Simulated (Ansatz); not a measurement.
Crystal: Te2Mo.

```xyz
12
Lattice="6.3300 0.0000 0.0000 0.0000 3.4690 0.0000 -0.9468 0.0000 13.8276" Properties=species:S:1:pos:R:3 pbc="T T T"
Te    5.4013    2.6018    8.3588
Te   -0.0181    0.8672    5.4688
Te    4.9099    0.8672   11.7728
Te    0.4733    2.6018    2.0548
Te    1.7550    2.6018   12.3826
Te    3.6282    0.8672    1.4450
Te    2.1916    0.8672    8.9658
Te    3.1917    2.6018    4.8618
Mo    4.2299    2.6018   13.7253
Mo    1.1533    0.8672    0.1023
Mo    3.8493    0.8672    6.8225
Mo    1.5339    2.6018    7.0051
```

* Program: Ansatz 0.2.0
* Task: relaxation of cell and atoms
* Functional: revPBE
* Potentials or basis: Ansatz PAW
* Cutoff: 420 eV (not typed: the program's choice for these potentials)
* k mesh: 4 × 8 × 2
* Occupations: fermi-dirac, width 0.05 eV
* Spin: no spin polarisation

At the start: volume 25.30 Å³/atom.

Problem. Where does the relaxation end?

Solution. It ends after 22 steps and the volume is 36.67 Å³/atom (+44.9 %); space group P2_1/m (No. 11, to 0.05 Å).

The path:
```csv
step,energy change (eV),largest force (eV/Å),volume (Å³)
1,0.0000,0.2158,303.64
2,-0.0360,0.4559,348.20
3,-0.3177,0.0979,337.54
4,-0.4141,0.1052,347.72
5,-0.4416,0.0537,358.79
6,-0.4442,0.0664,361.40
7,-0.4465,0.0174,359.78
8,-0.4467,0.0044,359.65
9,-0.4886,0.0046,359.65
10,-0.5116,0.0142,367.31
11,-0.5450,0.0318,382.32
12,-0.5624,0.0041,397.86
13,-0.5628,0.0045,405.73
14,-0.5634,0.0027,403.78
15,-0.5773,0.0028,403.78
16,-0.5806,0.0937,411.37
17,-0.5869,0.1078,426.16
18,-0.5885,0.0042,432.95
19,-0.5874,0.0448,441.80
20,-0.5880,0.0373,440.05
21,-0.5881,0.0011,440.02
22,-0.5941,0.0014,440.02
```

Final structure:
```xyz
12
Lattice="6.4145 0.0000 0.0702 0.0000 3.4901 0.0000 -0.8061 0.0000 19.6461" Properties=species:S:1:pos:R:3 pbc="T T T"
Te    5.5451    2.6176   11.3673
Te    0.0633    0.8725    8.3490
Te    5.1221    0.8725   17.6437
Te    0.4863    2.6176    2.0726
Te    1.9671    2.6176   18.1972
Te    3.6413    0.8725    1.5191
Te    2.2726    0.8725   11.9196
Te    3.3358    2.6176    7.7967
Mo    4.4462    2.6176   19.6111
Mo    1.1622    0.8725    0.1051
Mo    3.9684    0.8725    9.7784
Mo    1.6400    2.6176    9.9378
```

Caveat: the volume moved by over 15 % at a fixed basis, so the end points are rough; the plane-wave basis is chosen anew once the cell has moved, so the energies of steps on either side of that aren't comparable; the volume moved by +45 % from the deposited cell, more than functionals usually miss; the PAW data sets come from PBE, with cores solved anew for the run's functional, which leaves a small shift of forces and pressure.
